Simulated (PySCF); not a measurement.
This PySCF input asks for the NMR shieldings of SMILES CCCN, C3H9N; the geometry comes from GFN2-xTB, dihedral held.

```python
import basis_set_exchange as bse
import numpy as np
from pyscf import gto, dft
from pyscf.prop import nmr

atoms = """
C     1.719609    0.194220    0.495702
C     0.469535    0.195413   -0.376410
C    -0.770639   -0.340323    0.358909
N    -1.806076    0.682927    0.403899
H     2.566269    0.598082   -0.054800
H     1.569770    0.801715    1.386349
H     1.966914   -0.818571    0.806885
H     0.657782   -0.401608   -1.269513
H     0.251911    1.212336   -0.705666
H    -0.477511   -0.695364    1.361428
H    -1.191453   -1.193274   -0.180156
H    -1.488815    1.475184    0.953840
H    -2.645105    0.319904    0.843678
"""
names = dict.fromkeys(["C", "N", "H"], "pcSseg-1")
basis = {el: gto.basis.parse(bse.get_basis(n, elements=[el], fmt="nwchem")) for el, n in names.items()}
mol = gto.M(atom=atoms, basis=basis, charge=0, verbose=0)
mf = dft.RKS(mol, xc="PBE0")
mf.grids.level = 2
mf.grids.alignment = dft.numint.BLKSIZE   # the property module wants whole blocks of grid points
mf.conv_tol = 1e-9
mf.kernel()

calc = nmr.RKS(mf)   # GIAO
C = mf.mo_coeff
Co = C[:, mf.mo_occ > 0]
resp = mf.gen_response(singlet=True, hermi=2)
def vind(x):   # induced exchange potential for any number of trial vectors
    d = np.einsum("pi,xij,qj->xpq", C, 2 * x.reshape(-1, C.shape[1], Co.shape[1]), Co, optimize=True)
    return np.einsum("xpq,pi,qj->xij", resp(d - d.transpose(0, 2, 1)), C, Co, optimize=True).ravel()
mo1, _ = nmr.rhf.solve_mo1(calc, with_cphf=vind)
sigma = calc.kernel(mo1)
for i, s in enumerate(sigma):   # ppm
    w = np.linalg.eigvalsh((s + s.T) / 2)
    print("%2d %-2s iso %8.1f  s11 %8.1f  s22 %8.1f  s33 %8.1f" % (i, mol.atom_pure_symbol(i), w.mean(), *w))
```

**Question.** What are the results?

**Answer.** 
```
 0 C  iso    169.3  s11    153.2  s22    170.2  s33    184.6
 1 C  iso    157.4  s11    132.2  s22    162.4  s33    177.6
 2 C  iso    137.6  s11    116.8  s22    139.9  s33    156.2
 3 N  iso    227.6  s11    179.1  s22    237.3  s33    266.3
 4 H  iso     30.6  s11     26.1  s22     27.9  s33     37.9
 5 H  iso     30.8  s11     26.7  s22     29.5  s33     36.1
 6 H  iso     30.9  s11     26.9  s22     28.8  s33     36.9
 7 H  iso     29.6  s11     25.0  s22     28.9  s33     35.0
 8 H  iso     30.6  s11     26.5  s22     30.4  s33     34.8
 9 H  iso     29.0  s11     24.0  s22     29.4  s33     33.6
10 H  iso     28.6  s11     24.4  s22     28.3  s33     33.1
11 H  iso     31.4  s11     24.7  s22     30.8  s33     38.8
12 H  iso     31.2  s11     23.7  s22     28.0  s33     42.0
```

These numbers come from an equivalent density-fitted implementation of the same equations, which agrees with the script to about 0.01 ppm for H and up to a few tenths of a ppm for heavy atoms, so last digits may differ.

The geometry is no minimum: GFN2-xTB, dihedral held.

Size and cost of the density-fitted run: 113 basis functions, 7.5 s wall time on 1 thread of an Arm Neoverse V2, shared host.
